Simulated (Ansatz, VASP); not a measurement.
# Ta in VASP and in Ansatz

INCAR

```
SYSTEM = Ta
  PREC = Accurate
  ENCUT = 520
  EDIFF = 1E-6
  ISMEAR = -1
  SIGMA = 0.05
  LREAL = .False.
  LASPH = .True.
  NELM = 80
  ALGO = Normal
  ISIF = 2
  LWAVE = .False.
  LCHARG = .False.
  GGA = PE
  NBANDS = 12
```

KPOINTS

```
regular mesh
0
Gamma
  15 15 15
  0 0 0
```

File POSCAR:

```
Ta
1.0
   -1.6595988436      1.6595988436      1.6347672000
    1.6595988436     -1.6595988436      1.6347672000
    1.6595988436      1.6595988436     -1.6347672000
Ta
1
Direct
    0.0000000000      0.0000000000      0.0000000000
```

Input for Ansatz:

```yaml
crystal:
  lattice:
    - [-1.6595988436, 1.6595988436, 1.6347672]
    - [1.6595988436, -1.6595988436, 1.6347672]
    - [1.6595988436, 1.6595988436, -1.6347672]
  atoms:
    - { symbol: Ta, position: [0.0, 0.0, 0.0] }
kpoints:
  mp_grid: { grid: [15, 15, 15] }
scf:
  occupations: { method: fermi_dirac, width: 0.05 }
hamiltonian:
  xc: pbe
  pseudopotentials: { kind: all_electron, lapw: { basis_error: 0.00025 } }
output:
  forces: true
  stress: true
  eigenvalues: true
```

Change from the starting cell: z stretched by -1 % at fixed volume.

Alike in both runs: task single point; functional PBE; k mesh 15 × 15 × 15; occupations fermi-dirac, width 0.05 eV; no spin polarisation.

```csv
,VASP,Ansatz
version,VASP 6.6.1,Ansatz 0.2.0
potentials or method,"VASP PAW PBE potentials, release 64 (Ta_pv)","all-electron LAPW, scalar-relativistic"
plane-wave cutoff (eV),520,see its input
```

Ansatz gave:

```
pressure (GPa)                                  : 2.8
largest component of the traceless stress (GPa) : 1.13
```

Problem. What did VASP give for the same quantities?

Solution. Pressure (GPa): 3.0; largest component of the traceless stress (GPa): 1.13.

Ansatz ran all-electron here, so the differences hold the error of VASP's frozen core and of both bases.

Spin-orbit coupling is left out, which matters for the levels of Ta.
